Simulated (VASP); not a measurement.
# Te: convergence, self-consistent run

Te, Imma (no. 74), 2 atoms in the cell. PBE with D2; PAW potentials Te (PBE set). VASP 6.6.1.

Wanted: energy within 2 meV/atom; pressure within 0.1 GPa.

POSCAR:
```
Te
1.0
   -2.9577914636      3.8759656627      1.5351528885
    2.9577914636     -3.8759656627      1.5351528885
    2.9577914636      3.8759656627     -1.5351528885
Te
2
Direct
    0.0009290200      0.7509290200      0.2500000000
    0.9990709800      0.2490709800      0.7500000000
```

## Inputs of the D2 term

| Inputs of the D2 term | Energy less reference (meV/atom) | Pressure (GPa) | SCF iterations | Time (s) |
|---|---|---|---|---|
| default | 0.0 | -1.09 | 13 | 38 |
| VDW_RADIUS = 15 | 4.2 | -1.06 | 13 | 39 |
| VDW_RADIUS = 25 | 0.8 | -1.09 | 13 | 39 |
| VDW_RADIUS = 80 | -0.1 | -1.09 | 13 | 39 |
| VDW_S6 = 0.6 | 61.3 | -0.69 | 13 | 41 |
| VDW_D = 15.0 | -7.8 | -0.84 | 13 | 42 |
| VDW_D = 30.0 | -1.2 | -1.54 | 13 | 40 |
| VDW_C6 = 31.740, VDW_R0 = 1.892 | 0.0 | -1.09 | 13 | 39 |
| VDW_C6 = 38.088, VDW_R0 = 1.892 | -61.3 | -1.50 | 13 | 39 |
| VDW_C6 = 25.392, VDW_R0 = 1.892 | 61.3 | -0.69 | 13 | 39 |

Chosen: default; no other choice that stays within half of the tolerance saves 30 % of the time.

## The input

INCAR:
```
SYSTEM = Te
PREC = Accurate
ENCUT = 520
EDIFF = 1E-7
ISMEAR = 0
SIGMA = 0.02
LREAL = .FALSE.
LASPH = .TRUE.
ALGO = Normal
NELM = 100
ISIF = 2
LWAVE = .FALSE.
LCHARG = .FALSE.
IVDW = 1
```

KPOINTS:
```
k-points
0
Gamma
  7 7 7
```

Commands:
```
cat potpaw_PBE.64/Te/POTCAR > POTCAR
mpirun -np 1 vasp_std > vasp.out
```

The chosen input took VASP 6.6.1 38 s on 1 core (Intel Xeon Platinum 8375C @ 2.90GHz (Ice Lake)), a shared host.
